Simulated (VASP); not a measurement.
# Si (P6/mmm) in VASP: further runs

Aim: see how the results for Si move with the level of theory and the settings. Levels: PBE, LDA. Tasks: single point, relaxation of cell and atoms.

All numbers are computed with VASP 6.6.1; they aren't measurements. Logs are shortened: lines on timing, memory, paths and dates and some standing lists are left out, and cuts for length are marked.

## 1. The structure

It takes space group P6/mmm (No. 191, hexagonal). The conventional cell has a = 2.621 Å, b = 2.621 Å, c = 2.466 Å, α = 90.00°, β = 90.00°, γ = 120.00°. Si (site symmetry 6/mmm) has 8 Si at 2.47 to 2.62 Å as nearest neighbours.

This isn't the form of Si at room conditions, which is diamond.

## 2. Single point, PBE

INCAR reads:

```
  ALGO = Normal
  EDIFF = 1E-6
  ENCUT = 520
  GGA = PE
  ISIF = 2
  ISMEAR = 0
  LASPH = True
  LCHARG = False
  LREAL = False
  LWAVE = False
  NBANDS = 8
  NELM = 100
  PREC = Accurate
  SIGMA = 0.020999999999999998
```

KPOINTS reads:

```
k-points
0
Gamma
  12 12 11
```

POSCAR reads:

```
Si
1.0
    2.6205428149      0.0000000000      0.0000000000
   -1.3102714075      2.2694566494      0.0000000000
    0.0000000000      0.0000000000      2.4663543900
Si
1
Direct
    0.0000000000      0.0000000000      0.0000000000
```

Potentials or basis: VASP PAW PBE potentials, release 64 (Si).

Command:

```bash
$ cat potpaw_PBE.64/Si/POTCAR > POTCAR
$ mpirun -np 1 vasp_std > vasp.out
```

OUTCAR:

```text
EDIFF = 1E-6
   ENCUT = 520
   GGA = PE
   ISIF = 2
   ISMEAR = 0
   LASPH = True
   LREAL = False
   NELM = 100
   PREC = Accurate

 ion  position               nearest neighbor table
   1  0.000  0.000  0.000-

  LATTYP: Found a hexagonal cell.
 ALAT       =     2.6205428149
 C/A-ratio  =     0.9411616463

  Lattice vectors:

 A1 = (   2.6205428149,   0.0000000000,   0.0000000000)
 A2 = (  -1.3102714075,   2.2694566494,   0.0000000000)
 A3 = (   0.0000000000,   0.0000000000,   2.4663543900)

Analysis of symmetry for initial positions (statically):
=====================================================================
 Subroutine PRICEL returns:
 Original cell was already a primitive cell.

 Routine SETGRP: Setting up the symmetry group for a
 hexagonal supercell.

 Subroutine GETGRP returns: Found 24 space group operations
 (whereof 24 operations were pure point group operations)
 out of a pool of 24 trial point group operations.

The static configuration has the point symmetry D_6h.

Analysis of symmetry for dynamics (positions and initial velocities):
=====================================================================
 Subroutine PRICEL returns:
 Original cell was already a primitive cell.

 Routine SETGRP: Setting up the symmetry group for a
 hexagonal supercell.

 Subroutine GETGRP returns: Found 24 space group operations
 (whereof 24 operations were pure point group operations)
 out of a pool of 24 trial point group operations.

The dynamic configuration has the point symmetry D_6h.

 Subroutine INISYM returns: Found 24 space group operations
 (whereof 24 operations are pure point group operations),
 and found     1 'primitive' translations

----------------------------------------------------------------------------------------

                                     Primitive cell

  volume of cell :      14.6679

  direct lattice vectors                    reciprocal lattice vectors
     2.620542815  0.000000000  0.000000000     0.381600329  0.220317053  0.000000000
    -1.310271407  2.269456649  0.000000000     0.000000000  0.440634105  0.000000000
     0.000000000  0.000000000  2.466354390     0.000000000  0.000000000  0.405456736

  length of vectors
     2.620542815  2.620542815  2.466354390     0.440634105  0.440634105  0.405456736

  position of ions in fractional coordinates (direct lattice)
     0.000000000  0.000000000  0.000000000

  ion indices of the primitive-cell ions
   primitive index   ion index
                 1           1

----------------------------------------------------------------------------------------

 KPOINTS: k-points

Automatic generation of k-mesh.
 Grid dimensions read from file:
 generate k-points for:   12   12   11

 Generating k-lattice:

  Cartesian coordinates                     Fractional coordinates (reciprocal lattice)
     0.031800027  0.018359754  0.000000000     0.083333333  0.000000000  0.000000000
     0.000000000  0.036719509  0.000000000     0.000000000  0.083333333  0.000000000
     0.000000000  0.000000000  0.036859703     0.000000000  0.000000000  0.090909091

  Length of vectors
     0.036719509  0.036719509  0.036859703

  Shift w.r.t. Gamma in fractional coordinates (k-lattice)
     0.000000000  0.000000000  0.000000000

 Subroutine IBZKPT returns following result:
 ===========================================

 Found    114 irreducible k-points:

 Following reciprocal coordinates:
            Coordinates               Weight
  0.000000  0.000000  0.000000      1.000000
  0.083333  0.000000  0.000000      6.000000
  0.166667  0.000000  0.000000      6.000000
  0.250000  0.000000  0.000000      6.000000
  0.333333  0.000000  0.000000      6.000000
  0.416667  0.000000  0.000000      6.000000
[... 16 lines left out ...]
  0.250000  0.000000  0.090909     12.000000
  0.333333  0.000000  0.090909     12.000000
 [... further k-points ...]
   k-points           NKPTS =    114   k-points in BZ     NKDIM =    114   number of bands    NBANDS=      8
   number of dos      NEDOS =    301   number of ions     NIONS =      1
   total plane-waves  NPLWV =   7200
   dimension x,y,z NGX =    20 NGY =   20 NGZ =   18
   dimension x,y,z NGXF=    40 NGYF=   40 NGZF=   36
   ions per type =               1
   NGX,Y,Z   is equivalent  to a cutoff of  12.69, 12.69, 12.13 a.u.
   NGXF,Y,Z  is equivalent  to a cutoff of  25.38, 25.38, 24.27 a.u.
 SYSTEM =  unknown system
   PREC   = accura    normal or accurate (medium, high low for compatibility)
   ISTART =      0    job   : 0-new  1-cont  2-samecut
   ICHARG =      2    charge: 1-file 2-atom 10-const
   ISPIN  =      1    spin polarized calculation?
   LNONCOLLINEAR =      F non collinear calculations
   LSORBIT =      F    spin-orbit coupling
   LASPH  =      T    aspherical Exc in radial PAW
   ENCUT  =  520.0 eV  38.22 Ry    6.18 a.u.   4.87  4.87  4.59*2*pi/ulx,y,z
   NELM   =    100;   NELMIN=  2; NELMDL= -5     # of ELM steps
   EDIFF  = 0.1E-05   stopping-criterion for ELM
   LREAL  =      F    real-space projection
   EDIFFG = 0.1E-04   stopping-criterion for IOM
   NSW    =      0    number of steps for IOM
   IBRION =     -1    ionic relax: 0-MD 1-quasi-New 2-CG
   NFREE  =      0    steps in history (QN), initial steepest desc. (CG)
   ISIF   =      2    stress and relaxation
   ISYM   =      2    0-nonsym 1-usesym 2-fastsym
   POTIM  = 0.5000    time-step for ionic-motion
   TEBEG  =    0.0;   TEEND  =   0.0 temperature during run
   PSTRESS=    0.0 pullay stress
   NELECT =       4.0000    total number of electrons
   NUPDOWN=      -1.0000    fix difference up-down
   EMIN   =  10.00;   EMAX   =-10.00  energy-range for DOS
   EFERMI =   0.00;   METHOD = LEGACY
   ISMEAR =     0;   SIGMA  =   0.02  broadening in eV -4-tet -1-fermi 0-gaus
   EFERMI_NEDOS =   21; number of points for ismear=-14 and -15
   IALGO  =     38    algorithm
   IMIX   =      4    mixing-type and parameters
     AMIX     =   0.40;   BMIX     =  1.00
     AMIX_MAG =   1.60;   BMIX_MAG =  1.00
  volume/ion in A,a.u.               =      14.67        98.98
  Fermi-wavevector in a.u.,A,eV,Ry     =   1.061627  2.006184 15.334472  1.127052
  Thomas-Fermi vector in A             =   2.197050
   LORBIT       =      0    0 simple, 1 ext, 2 COOP (PROOUT), +10 PAW based schemes
   GGA     = PE    functional components
   LHFCALC =     F    Hartree Fock is set to
   AEXX    =    0.0000 exact exchange contribution
   IVDW    =     0    specifies the selected vdW correction
   LEPSILON=     F    determine dielectric tensor
   LRPA    =     F    only Hartree local field effects (RPA)
 non-spin polarized calculation
 Gauss-broadening in eV      SIGMA  =   0.02
  energy-cutoff  :      520.00
  volume of cell :       14.67
 maximum number of plane-waves:       408
 NGX is ok and might be reduce to    20
   NGX =  9   NGY =  9   NGZ =  9

 number of electron       4.0000000 magnetization

 Free energy of the ion-electron system (eV)
  ---------------------------------------------------
  ext. energy  EPLUGINS =         0.00000000
  ---------------------------------------------------
  free energy    TOTEN  =        -5.11800549 eV

  energy without entropy =       -5.11782694  energy(sigma->0) =       -5.11791621

 E-fermi :   9.6523     XC(G=0): -11.0682

 val. band max:        9.6506971060   @ k =   0.3333   0.2500   0.4545
 cond. band min:       9.7101808601   @ k =   0.4167   0.1667   0.0000
 fundamental gap:      0.0594837541
 Fermi energy:         9.6522503877

 k-point     1 :       0.0000    0.0000    0.0000
  band No.  band energies     occupation
      1      -4.4458      2.00000
      2      17.1957      0.00000
      3      17.7033      0.00000
      4      20.0714      0.00000
      5      20.0714      0.00000
      6      21.9743      0.00000
      7      21.9743      0.00000
      8      27.3360      0.00000

 k-point     2 :       0.0833    0.0000    0.0000
  band No.  band energies     occupation
      1      -4.2507      2.00000
      2      16.3899      0.00000
      3      17.8670      0.00000
      4      18.9398      0.00000
      5      18.9509      0.00000
      6      22.0296      0.00000
      7      23.4434      0.00000
      8      29.1737      0.00000

 k-point     3 :       0.1667    0.0000    0.0000
  band No.  band energies     occupation
      1      -3.6668      2.00000
      2      13.7824      0.00000
      3      17.5098      0.00000
      4      18.0150      0.00000
      5      18.3565      0.00000
      6      22.1766      0.00000
      7      25.8793      0.00000
      8      30.9723      0.00000

 k-point     4 :       0.2500    0.0000    0.0000
  band No.  band energies     occupation
      1      -2.6983      2.00000
      2      10.6589      0.00000
      3      16.3551      0.00000
      4      17.3367      0.00000
      5      19.1660      0.00000
      6      22.8038      0.00000
      7      28.6806      0.00000
      8      30.7399      0.00000

 k-point     5 :       0.3333    0.0000    0.0000
  band No.  band energies     occupation
      1      -1.3530      2.00000
      2       7.6563      2.00000
      3      15.5228      0.00000
      4      16.7474      0.00000
      5      20.2779      0.00000
      6      23.9461      0.00000
      7      28.3024      0.00000
      8      31.7187      0.00000
[... 177 lines left out ...]
 k-point    22 :       0.1667    0.0000    0.0909
  band No.  band energies     occupation
      1      -3.4740      2.00000
      2      13.4597      0.00000
      3      15.7566      0.00000
      4      17.6685      0.00000
      5      19.8879      0.00000
      6      23.6512      0.00000
      7      26.0201      0.00000
      8      30.4243      0.00000

 k-point    23 :       0.2500    0.0000    0.0909
  band No.  band energies     occupation
      1      -2.5062      2.00000
      2      10.7705      0.00000
      3      15.7319      0.00000
      4      16.5159      0.00000
      5      19.1711      0.00000
      6      24.7820      0.00000
      7      28.7004      0.00000
      8      28.8053      0.00000

 k-point    24 :       0.3333    0.0000    0.0909
  band No.  band energies     occupation
      1      -1.1622      2.00000
      2       7.8205      2.00000
      3      15.6848      0.00000
      4      16.0581      0.00000
      5      19.1401      0.00000
      6      25.9221      0.00000
      7      26.4504      0.00000
      8      31.7403      0.00000

 [... further k-points ...]
[... 5 lines left out ...]
  --------------------------------------------------------------------------------------
  -------------------------------------------------------------------------------------
  Total        0.1156754      0.1156754      0.5964032     -0.0000000      0.0000000      0.0000000
  in kB       12.6352199     12.6352199     65.1451229     -0.0000000      0.0000000      0.0000000
  external PRESSURE =      30.1385209 kB  Pullay stress =       0.0000000 kB

 VOLUME and BASIS-vectors are now :
 -----------------------------------------------------------------------------
  energy-cutoff  :      520.00
  volume of cell :       14.67
      direct lattice vectors                 reciprocal lattice vectors
     2.620542815  0.000000000  0.000000000     0.381600329  0.220317053  0.000000000
    -1.310271407  2.269456649  0.000000000     0.000000000  0.440634105  0.000000000
     0.000000000  0.000000000  2.466354390     0.000000000  0.000000000  0.405456736

 POSITION                                       TOTAL-FORCE (eV/Angst)
 -----------------------------------------------------------------------------------
      0.00000      0.00000      0.00000         0.000000      0.000000      0.000000
 -----------------------------------------------------------------------------------
    total drift:                               -0.000000      0.000000      0.000000

  FREE ENERGIE OF THE ION-ELECTRON SYSTEM (eV)
  ---------------------------------------------------
  free  energy   TOTEN  =        -5.1180054933 eV

  energy  without entropy=       -5.1178269355  energy(sigma->0) =       -5.11791621
```

Wall time 3.5 s (1 thread of Intel Xeon 6975P-C (Granite Rapids), shared host); peak memory 0.12 GiB.

What came out:

* Free energy: -5.1180 eV
* Pressure: 3.0 GPa
* Band gap on the k mesh: none (metal or under the smearing width)

Levels at points of the mesh, in eV from the Fermi level:
```
           k point  band 1  band 2  band 3  band 4  band 5  band 6  band 7
(0.00, 0.00, 0.00)  -14.10    7.54    8.05   10.42   10.42   12.32   12.32
(0.50, 0.00, 0.00)   -7.59   -6.78    5.20    6.56   12.94   15.21   17.05
```

## 3. Relaxation of cell and atoms, LDA

INCAR reads:

```
  ALGO = Normal
  EDIFF = 1E-6
  EDIFFG = -0.02
  ENCUT = 600
  GGA = CA
  IBRION = 2
  ISIF = 3
  ISMEAR = -1
  LASPH = True
  LCHARG = False
  LREAL = False
  LWAVE = False
  NELM = 60
  NSW = 40
  PREC = Accurate
  SIGMA = 0.05
```

KPOINTS is that of step 2.

POSCAR is that of step 2.

Potentials or basis: VASP PAW LDA potentials, release 64 (Si).

Command:

```bash
$ cat potpaw_LDA.64/Si/POTCAR > POTCAR
$ mpirun -np 1 vasp_std > vasp.out
```

OUTCAR:

```text
EDIFF = 1E-6
   EDIFFG = -0.02
   ENCUT = 600
   GGA = CA
   IBRION = 2
   ISIF = 3
   ISMEAR = -1
   LASPH = True
   LREAL = False
   NELM = 60
   NSW = 40
   PREC = Accurate

 ion  position               nearest neighbor table
   1  0.000  0.000  0.000-

  LATTYP: Found a hexagonal cell.
 ALAT       =     2.6205428149
 C/A-ratio  =     0.9411616463

  Lattice vectors:

 A1 = (   2.6205428149,   0.0000000000,   0.0000000000)
 A2 = (  -1.3102714075,   2.2694566494,   0.0000000000)
 A3 = (   0.0000000000,   0.0000000000,   2.4663543900)

Analysis of symmetry for initial positions (statically):
=====================================================================
 Subroutine PRICEL returns:
 Original cell was already a primitive cell.

 Routine SETGRP: Setting up the symmetry group for a
 hexagonal supercell.

 Subroutine GETGRP returns: Found 24 space group operations
 (whereof 24 operations were pure point group operations)
 out of a pool of 24 trial point group operations.

The static configuration has the point symmetry D_6h.
[... 164 lines left out ...]

  FORCE on cell =-STRESS in cart. coord.  units (eV):
  Direction    XX          YY          ZZ          XY          YZ          ZX
  --------------------------------------------------------------------------------------
  -------------------------------------------------------------------------------------
  Total       -0.2119577     -0.2119577      0.1689357      0.0000000     -0.0000000      0.0000000
  in kB      -23.1521411    -23.1521411     18.4528478      0.0000000     -0.0000000      0.0000000
  external PRESSURE =      -9.2838115 kB  Pullay stress =       0.0000000 kB
[... 57 lines left out ...]
--------------------------------------- Ionic step        3  -------------------------------------------

 number of electron       4.0000000 magnetization

 Free energy of the ion-electron system (eV)
  ---------------------------------------------------
  ext. energy  EPLUGINS =         0.00000000
  ---------------------------------------------------
  free energy    TOTEN  =        -5.74620604 eV

  energy without entropy =       -5.74383663  energy(sigma->0) =       -5.74502133

 E-fermi :   9.7145     XC(G=0): -11.1819

 val. band max:        9.6547287122   @ k =   0.3333   0.2500   0.4545
 cond. band min:       9.8752737082   @ k =   0.4167   0.1667   0.0000
 fundamental gap:      0.2205449960
 Fermi energy:         9.7145045463

 k-point     1 :       0.0000    0.0000    0.0000
  band No.  band energies     occupation
      1      -4.4048      2.00000
      2      17.1762      0.00000
      3      17.3766      0.00000
      4      20.3188      0.00000
      5      20.3188      0.00000
      6      22.1806      0.00000
[... 199 lines left out ...]
 k-point    24 :       0.3333    0.0000    0.0909
  band No.  band energies     occupation
      1      -1.0884      2.00000
      2       7.9738      2.00000
      3      15.8888      0.00000
      4      16.0919      0.00000
      5      19.1050      0.00000
      6      25.7108      0.00000

 [... further k-points ...]
[... 5 lines left out ...]
  --------------------------------------------------------------------------------------
  -------------------------------------------------------------------------------------
  Total       -0.0049289     -0.0049289     -0.0171542      0.0000000      0.0000000      0.0000000
  in kB       -0.5429056     -0.5429056     -1.8894864      0.0000000      0.0000000      0.0000000
  external PRESSURE =      -0.9917659 kB  Pullay stress =       0.0000000 kB
[... 16 lines left out ...]
  FREE ENERGIE OF THE ION-ELECTRON SYSTEM (eV)
  ---------------------------------------------------
  free  energy   TOTEN  =        -5.7462060366 eV

  energy  without entropy=       -5.7438366268  energy(sigma->0) =       -5.74502133

 reached required accuracy - stopping structural energy minimisation
```

CONTCAR:

```text
Si
   1.00000000000000
     2.6024672982899393    0.0000000000003982    0.0000000000000000
    -1.3012336491942800    2.2538027928291302    0.0000000000000000
     0.0000000000000000   -0.0000000000000000    2.4799133748998989
  Si
     1
Direct
     0.0000000000000000    0.0000000000000000    1.0000000000000000

  0.00000000E+00  0.00000000E+00  0.00000000E+00
```

Wall time 11 s (1 thread of AMD EPYC 9R45 (Zen 5), shared host); peak memory 0.09 GiB.

What came out:

- Free energy: -5.7462 eV
- Relaxed volume: 14.55 Å³/atom
- Relaxed cell: a = 2.602 Å, b = 2.602 Å, c = 2.480 Å, α = 90.00°, β = 90.00°, γ = 120.00°
- Space group after relaxing (to 0.05 Å): P6/mmm (No. 191)
- Energy gained by relaxing: 2.0 meV/atom
- Ionic steps: 3
- Pressure after relaxing: -0.1 GPa
- Band gap on the k mesh: none (metal or under the smearing width)

The path:
```tsv
step	energy change (eV)	largest force (eV/Å)	pressure (GPa)	volume (Å³)
1	0.0000	0.0000	-0.93	14.67
2	-0.0015	0.0000	0.33	14.49
3	-0.0020	0.0000	-0.10	14.55
```

Final structure:
```cif
data_structure
_symmetry_space_group_name_H-M 'P 1'
_symmetry_Int_Tables_number 1
_cell_length_a 2.6025
_cell_length_b 2.6025
_cell_length_c 2.4799
_cell_angle_alpha 90.000
_cell_angle_beta 90.000
_cell_angle_gamma 120.000
_cell_volume 14.55
loop_
_atom_site_label
_atom_site_type_symbol
_atom_site_fract_x
_atom_site_fract_y
_atom_site_fract_z
_atom_site_occupancy
Si1 Si 0.00000 0.00000 0.00000 1
```
